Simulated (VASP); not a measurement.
Write the native input for VASP 6.6.1 that does the following.

- Task: single point
- Functional: r2SCAN
- Dispersion: rVV10
- Potentials or basis: VASP PAW PBE potentials, release 64 (Al, Cu)
- Cutoff: 520 eV
- k mesh: 6 × 6 × 1
- Occupations: methfessel-paxton, width 0.1 eV
- Spin: no spin polarisation
- Dipole correction: yes
- Further INCAR settings: LREAL = Auto; ALGO = Normal; EDIFF = 1e-06; NBANDS = 50

Al19Cu, a slab with vacuum:

```
Al Cu
1.0
     5.63722    0.00000    0.00000
    -2.81861    4.88197    0.00000
     0.00000    0.00000   21.20554
Al Cu
19 1
Cartesian
  0.0017 0.0010 6.0095
  -1.4093 2.4410 6.0067
  -0.0017 4.8830 6.0095
  1.4093 2.4390 6.0095
  1.4093 0.8137 8.3472
  -0.0008 3.2542 8.3353
  4.2279 0.8145 8.3353
  2.8194 3.2542 8.3353
  2.8310 1.6345 10.6511
  1.4093 4.0683 10.6094
  -0.0124 1.6345 10.6511
  -1.4093 4.0540 10.6511
  0.0004 0.0003 12.8807
  1.4093 2.4405 12.8807
  2.8182 0.0003 12.8807
  -0.0199 3.2432 15.1372
  1.4093 0.8137 15.2111
  2.8385 3.2432 15.1372
  4.2279 0.8366 15.1372
  -1.4093 2.4410 12.8390
```

The cell was built by a generator and needn't be a form met in nature.

One way to write it, as run:

POSCAR

```
Al19Cu
1.0
    5.6372161124      0.0000000286      0.0000000000
   -2.8186080810      4.8819723457      0.0000000000
    0.0000000000      0.0000000000     21.2055429712
Al Cu
19 1
Direct
    0.0004065442      0.0002032721      0.2833948702
    0.0000000000      0.5000000000      0.2832603253
    0.4997967279      1.0002032721      0.2833948702
    0.4997967279      0.4995934558      0.2833948702
    0.3333333333      0.1666666667      0.3936341625
    0.3331515844      0.6665757922      0.3930704745
    0.8334242078      0.1668484156      0.3930704745
    0.8334242078      0.6665757922      0.3930704745
    0.6696038745      0.3348019372      0.5022810486
    0.6666666667      0.8333333333      0.5003130823
    0.1651980628      0.3348019372      0.5022810486
    0.1651980628      0.8303961255      0.5022810486
    0.0001055876      0.0000527938      0.6074225965
    0.4999472062      0.4998944124      0.6074225965
    0.4999472062      0.0000527938      0.6074225965
    0.3286345920      0.6643172960      0.7138321419
    0.3333333333      0.1666666667      0.7173148907
    0.8356827040      0.6643172960      0.7138321419
    0.8356827040      0.1713654080      0.7138321419
    0.0000000000      0.5000000000      0.6054554403
```

INCAR.step1

```
PREC     = Accurate       # precision mode
ENCUT    = 520            # plane-wave cutoff, eV
ISMEAR   = 1              # smearing method
SIGMA    = 0.1            # smearing width, eV
LREAL    = Auto         
LASPH    = True           # aspherical terms in the spheres
NELM     = 100            # most SCF steps
LDIPOL   = True         
IDIPOL   = 3            
DIPOL    = 0.5 0.5 0.500
NBANDS   = 50             # bands
GGA      = PE             # functional
ALGO     = Normal         # electronic algorithm
EDIFF    = 1E-4           # SCF threshold, eV
LWAVE    = True           # write WAVECAR
LCHARG   = False          # write CHGCAR
```

INCAR.step2

```
PREC     = Accurate       # precision mode
ENCUT    = 520            # plane-wave cutoff, eV
EDIFF    = 1E-6           # SCF threshold, eV
ISMEAR   = 1              # smearing method
SIGMA    = 0.1            # smearing width, eV
LREAL    = Auto         
LASPH    = True           # aspherical terms in the spheres
NELM     = 100            # most SCF steps
ALGO     = Normal         # electronic algorithm
ISIF     = 2              # what is computed and relaxed
LWAVE    = False          # write WAVECAR
LCHARG   = False          # write CHGCAR
LDIPOL   = True         
IDIPOL   = 3            
DIPOL    = 0.5 0.5 0.500
METAGGA  = R2SCAN         # meta-GGA
LMIXTAU  = True         
LUSE_VDW = True         
IVDW_NL  = 2            
BPARAM   = 11.95        
CPARAM   = 0.0093       
NBANDS   = 50             # bands
ISTART   = 1
```

KPOINTS

```
Automatic mesh
0
Gamma
  6 6 1
```

Potentials or basis: VASP PAW PBE potentials, release 64 (Al, Cu).

Run with:

```sh
$ cat potpaw_PBE.64/Al/POTCAR potpaw_PBE.64/Cu/POTCAR > POTCAR
$ cp INCAR.step1 INCAR
$ mpirun -np 1 vasp_std > vasp.out
$ cp INCAR.step2 INCAR
$ mpirun -np 1 vasp_std > vasp.out
```

It gave:

```json
{"Largest force": "0.033 eV/Å", "Band gap on the k mesh": "none (metal or under the smearing width)"}
```

Caveat: the PAW data sets were made with another functional, which shifts forces and pressure a little.

It took 24 min on 1 thread of Intel(R) Xeon(R) 6975P-C (Granite Rapids), on a shared host, peak memory 1.7 GiB.
